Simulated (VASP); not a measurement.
# InAs (F-43m) in VASP: further runs, part 2 of 2

VASP 6.6.1.

## Step 4: Single point, r2SCAN+rVV10 (volume scaled by 1.02)

Contents of POSCAR:

```
InAs
1.0
    0.0000000000      3.0608851537      3.0608851537
    3.0608851537      0.0000000000      3.0608851537
    3.0608851537      3.0608851537      0.0000000000
In As
1 1
Direct
    0.0000000000      0.0000000000      0.0000000000
    0.7500000000      0.7500000000      0.7500000000
```

Contents of INCAR.step1:

```
PREC = Accurate
ENCUT = 520
ISMEAR = 0
SIGMA = 0.05
LREAL = False
LASPH = True
NELM = 80
NBANDS = 16
GGA = PE
ALGO = Normal
EDIFF = 1E-4
LWAVE = True
LCHARG = False
```

Contents of INCAR.step2:

```
PREC = Accurate
ENCUT = 520
EDIFF = 1E-7
ISMEAR = 0
SIGMA = 0.05
LREAL = False
LASPH = True
NELM = 80
ALGO = Normal
ISIF = 2
LWAVE = False
LCHARG = True
METAGGA = R2SCAN
LMIXTAU = True
LUSE_VDW = True
IVDW_NL = 2
BPARAM = 11.95
CPARAM = 0.0093
LELF = True
LVHAR = True
NBANDS = 16
ISTART = 1
```

Contents of KPOINTS:

```
regular mesh
0
Gamma
  6 6 6
```

Potentials or basis: VASP PAW PBE potentials, release 64 (In_d, As).

Launch:

```sh
$ cat potpaw_PBE.64/In_d/POTCAR potpaw_PBE.64/As/POTCAR > POTCAR
$ cp INCAR.step1 INCAR
$ mpirun -np 1 vasp_std > vasp.out
$ cp INCAR.step2 INCAR
$ mpirun -np 1 vasp_std > vasp.out
```

OUTCAR:

```text
PREC = Accurate
   ENCUT = 520
   EDIFF = 1E-7
   ISMEAR = 0
   LREAL = False
   LASPH = True
   NELM = 80
   ISIF = 2
   METAGGA = R2SCAN
   IVDW_NL = 2
   BPARAM = 11.95
   ISTART = 1

 ion  position               nearest neighbor table
   1  0.000  0.000  0.000-   2 2.65   2 2.65   2 2.65   2 2.65
   2  0.750  0.750  0.750-   1 2.65   1 2.65   1 2.65   1 2.65

  LATTYP: Found a face centered cubic cell.
 ALAT       =     6.1217703074

  Lattice vectors:

 A1 = (   0.0000000000,   3.0608851537,   3.0608851537)
 A2 = (   3.0608851537,   0.0000000000,   3.0608851537)
 A3 = (   3.0608851537,   3.0608851537,   0.0000000000)

Analysis of symmetry for initial positions (statically):
=====================================================================
 Subroutine PRICEL returns:
 Original cell was already a primitive cell.

 Routine SETGRP: Setting up the symmetry group for a
 face centered cubic supercell.

 Subroutine GETGRP returns: Found 24 space group operations
 (whereof 24 operations were pure point group operations)
 out of a pool of 48 trial point group operations.

The static configuration has the point symmetry T_d .

Analysis of symmetry for dynamics (positions and initial velocities):
=====================================================================
 Subroutine PRICEL returns:
 Original cell was already a primitive cell.

 Routine SETGRP: Setting up the symmetry group for a
 face centered cubic supercell.

 Subroutine GETGRP returns: Found 24 space group operations
 (whereof 24 operations were pure point group operations)
 out of a pool of 48 trial point group operations.

The dynamic configuration has the point symmetry T_d .

[... 102 lines left out ...]
   EMIN   =  10.00;   EMAX   =-10.00  energy-range for DOS
   EFERMI =   0.00;   METHOD = LEGACY
   ISMEAR =     0;   SIGMA  =   0.05  broadening in eV -4-tet -1-fermi 0-gaus
   EFERMI_NEDOS =   21; number of points for ismear=-14 and -15
   IALGO  =     38    algorithm
   IMIX   =      4    mixing-type and parameters
     AMIX     =   0.40;   BMIX     =  1.00
     AMIX_MAG =   1.60;   BMIX_MAG =  1.00
  volume/ion in A,a.u.               =      28.68       193.53
  Fermi-wavevector in a.u.,A,eV,Ry     =   1.112522  2.102362 16.840004  1.237705
  Thomas-Fermi vector in A             =   2.249097
   LORBIT       =      0    0 simple, 1 ext, 2 COOP (PROOUT), +10 PAW based schemes
   METAGGA = R2SCAN    functional components
   LHFCALC =     F    Hartree Fock is set to
   AEXX    =    0.0000 exact exchange contribution
   IVDW_NL    =     2    kernel type
   BPARAM     =11.9500
   IVDW    =     0    specifies the selected vdW correction
   LEPSILON=     F    determine dielectric tensor
   LRPA    =     F    only Hartree local field effects (RPA)
 non-spin polarized calculation
 Gauss-broadening in eV      SIGMA  =   0.05
  energy-cutoff  :      520.00
  volume of cell :       57.35
 maximum number of plane-waves:      1572
   NGX = 17   NGY = 17   NGZ = 17

 number of electron      17.9999998 magnetization

 Free energy of the ion-electron system (eV)
  ---------------------------------------------------
  ext. energy  EPLUGINS =         0.00000000
  ---------------------------------------------------
  free energy    TOTEN  =       -37.51708263 eV

  energy without entropy =      -37.51668121  energy(sigma->0) =      -37.51688192

 E-fermi :   3.9293     XC(G=0):  -9.5512

 val. band max:        3.9203474401   @ k =   0.0000   0.0000   0.0000
 cond. band min:       5.0981935669   @ k =   0.5000   0.0000   0.0000
 fundamental gap:      1.1778461268
 Fermi energy:         3.9293016329

 k-point     1 :       0.0000    0.0000    0.0000
  band No.  band energies     occupation
      1     -10.8721      2.00000
      2     -10.8721      2.00000
      3     -10.8721      2.00000
      4     -10.7399      2.00000
      5     -10.7399      2.00000
      6      -8.1684      2.00000
[... 281 lines left out ...]
      3     -10.7985      2.00000
      4     -10.7610      2.00000
      5     -10.7268      2.00000
      6      -6.1699      2.00000
[... 8 lines left out ...]
     15      15.9216      0.00000
     16      16.2172      0.00000

------------------------ aborting loop because EDIFF is reached ----------------------------------------

  FORCE on cell =-STRESS in cart. coord.  units (eV):
  Direction    XX          YY          ZZ          XY          YZ          ZX
  --------------------------------------------------------------------------------------
  -------------------------------------------------------------------------------------
  Total       -0.3363170     -0.3363170     -0.3363170      0.0000000      0.0000000     -0.0000000
  in kB       -9.3948171     -9.3948171     -9.3948171      0.0000000      0.0000000     -0.0000000
  external PRESSURE =      -9.3948171 kB  Pullay stress =       0.0000000 kB

 VOLUME and BASIS-vectors are now :
 -----------------------------------------------------------------------------
  energy-cutoff  :      520.00
  volume of cell :       57.35
      direct lattice vectors                 reciprocal lattice vectors
     0.000000000  3.060885154  3.060885154    -0.163351441  0.163351441  0.163351441
     3.060885154  0.000000000  3.060885154     0.163351441 -0.163351441  0.163351441
     3.060885154  3.060885154  0.000000000     0.163351441  0.163351441 -0.163351441

 POSITION                                       TOTAL-FORCE (eV/Angst)
 -----------------------------------------------------------------------------------
      0.00000      0.00000      0.00000         0.000000      0.000000      0.000000
      4.59133      4.59133      4.59133        -0.000000     -0.000000     -0.000000
 -----------------------------------------------------------------------------------
    total drift:                                0.000002      0.000002      0.000002

  FREE ENERGIE OF THE ION-ELECTRON SYSTEM (eV)
  ---------------------------------------------------
  free  energy   TOTEN  =       -37.5170826316 eV

  energy  without entropy=      -37.5166812146  energy(sigma->0) =      -37.51688192
```

OSZICAR.step1:

```text
N       E                     dE             d eps       ncg     rms          rms(c)
DAV:   1     0.112013743698E+03    0.11201E+03   -0.83827E+03   512   0.121E+03
DAV:   2    -0.665359235440E+00   -0.11268E+03   -0.10824E+03   592   0.293E+02
DAV:   3    -0.776264435848E+01   -0.70973E+01   -0.70740E+01   616   0.737E+01
DAV:   4    -0.795337707439E+01   -0.19073E+00   -0.19069E+00   736   0.132E+01
DAV:   5    -0.795973815050E+01   -0.63611E-02   -0.63610E-02   664   0.196E+00    0.428E+00
DAV:   6    -0.771227321436E+01    0.24746E+00   -0.37412E-01   808   0.994E+00    0.238E+00
DAV:   7    -0.768950617564E+01    0.22767E-01   -0.11027E-01   704   0.283E+00    0.715E-01
DAV:   8    -0.769081276132E+01   -0.13066E-02   -0.12770E-02   664   0.126E+00    0.176E-01
DAV:   9    -0.769145537491E+01   -0.64261E-03   -0.97462E-04   584   0.272E-01    0.105E-01
DAV:  10    -0.769162043201E+01   -0.16506E-03   -0.18017E-04   616   0.181E-01    0.557E-02
DAV:  11    -0.769167025519E+01   -0.49823E-04   -0.11222E-04   536   0.113E-01
   1 F= -.76916703E+01 E0= -.76914917E+01  d E =-.357089E-03
```

Run time: 71 s. Hardware: 1 thread of Intel Xeon 6975P-C (Granite Rapids), shared host; peak memory 0.32 GiB.

Results:

| Property | Result |
| --- | --- |
| Free energy | -37.5171 eV |
| Pressure | -0.9 GPa |

Levels at points of the mesh, in eV from the Fermi level:
| k point | band 5 | band 6 | band 7 | band 8 | band 9 | band 10 | band 11 | band 12 | band 13 | band 14 |
| --- | --- | --- | --- | --- | --- | --- | --- | --- | --- | --- |
| (0.00, 0.00, 0.00) | -14.67 | -12.10 | -0.03 | -0.03 | -0.03 | -0.01 | 4.20 | 4.20 | 4.20 | 7.79 |
| (0.50, 0.00, 0.00) | -14.66 | -10.66 | -5.74 | -1.00 | -1.00 | 1.17 | 4.96 | 4.96 | 7.11 | 9.36 |
| (0.50, 0.50, 0.00) | -14.65 | -10.13 | -5.82 | -2.31 | -2.31 | 1.78 | 2.27 | 9.49 | 9.63 | 9.63 |

Caveat: the PAW data sets were made with another functional, which shifts forces and pressure a little; spin-orbit coupling is left out, which moves the levels of the heavy elements.

## Step 5: Single point, r2SCAN+rVV10 (volume scaled by 1.04)

Contents of POSCAR:

```
InAs
1.0
    0.0000000000      3.0807615883      3.0807615883
    3.0807615883      0.0000000000      3.0807615883
    3.0807615883      3.0807615883      0.0000000000
In As
1 1
Direct
    0.0000000000      0.0000000000      0.0000000000
    0.7500000000      0.7500000000      0.7500000000
```

Contents of INCAR.step1:

```
SYSTEM = InAs
ALGO = Normal
EDIFF = 1E-4
ENCUT = 520
GGA = PE
ISMEAR = 0
LASPH = .TRUE.
LCHARG = .FALSE.
LREAL = .FALSE.
LWAVE = .TRUE.
NBANDS = 16
NELM = 80
PREC = Accurate
SIGMA = 0.05
```

Contents of INCAR.step2:

```
SYSTEM = InAs
ALGO = Normal
BPARAM = 11.95
CPARAM = 0.0093
EDIFF = 1E-6
ENCUT = 520
ISIF = 2
ISMEAR = 0
ISTART = 1
IVDW_NL = 2
LASPH = .TRUE.
LCHARG = .FALSE.
LMIXTAU = .TRUE.
LREAL = .FALSE.
LUSE_VDW = .TRUE.
LWAVE = .FALSE.
METAGGA = R2SCAN
NBANDS = 16
NELM = 80
PREC = Accurate
SIGMA = 0.05
```

Contents of KPOINTS:

```
k-points
0
G
  6 6 6
  0 0 0
```

Launch:

```sh
$ cat potpaw_PBE.64/In_d/POTCAR potpaw_PBE.64/As/POTCAR > POTCAR
$ cp INCAR.step1 INCAR
$ mpirun -np 1 vasp_std > vasp.out
$ cp INCAR.step2 INCAR
$ mpirun -np 1 vasp_std > vasp.out
```

Wall time 56 s (1 thread of Intel Xeon 6975P-C (Granite Rapids), shared host); peak memory 0.32 GiB.

The run converged. Its results:

```
Free energy            : -37.5074 eV
Pressure               : -1.9 GPa
Band gap on the k mesh : zero (filled and empty bands touch)
```

Levels at points of the mesh, in eV from the Fermi level:
```csv
k point,band 5,band 6,band 7,band 8,band 9,band 10,band 11,band 12,band 13,band 14
"(0.00, 0.00, 0.00)",-14.63,-11.96,-0.10,-0.02,-0.02,-0.02,4.20,4.20,4.20,7.72
"(0.50, 0.00, 0.00)",-14.62,-10.59,-5.63,-0.95,-0.95,1.14,4.96,4.96,7.08,9.26
"(0.50, 0.50, 0.00)",-14.61,-10.08,-5.72,-2.23,-2.23,1.82,2.27,9.37,9.51,9.51
```

Caveat: the PAW data sets were made with another functional, which shifts forces and pressure a little; spin-orbit coupling is left out, which moves the levels of the heavy elements.

## Step 6: Summary

```tsv
cell	gap on the mesh (eV)	pressure (GPa)
a = 4.286 Å, angles 60.0°, 2 atoms	0.18	0.7
a = 4.300 Å, angles 60.0°, 2 atoms	0.13	0.1
a = 4.329 Å, angles 60.0°, 2 atoms	-	-0.9
a = 4.357 Å, angles 60.0°, 2 atoms	none	-1.9
```

Alike in all rows: task single point; level r2SCAN+rVV10; potentials or basis VASP PAW PBE potentials, release 64 (In_d, As); no spin polarisation; k mesh 6 × 6 × 6; cutoff (eV) 520; smearing gaussian 0.05 eV.

Caveats: the PAW data sets were made with another functional, which shifts forces and pressure a little; spin-orbit coupling is left out, which moves the levels of the heavy elements.

Absolute energies hang on the potentials; compare differences alone.

## Step 7: Comparison with measurements

Step 2. A measured gap of InAs is 0.418 eV (direct; 4.2 K; a printed reference work, data compilation); the calculated 0.18 eV misses it by -0.24 eV. Spin-orbit coupling on As, In is left out. The value is that of r2SCAN+rVV10, without temperature or zero-point motion.

Step 3. A measured gap of InAs is 0.418 eV (direct; 4.2 K; a printed reference work, data compilation); the calculated 0.13 eV misses it by -0.29 eV. Spin-orbit coupling on As, In is left out. The value is that of r2SCAN+rVV10, without temperature or zero-point motion.
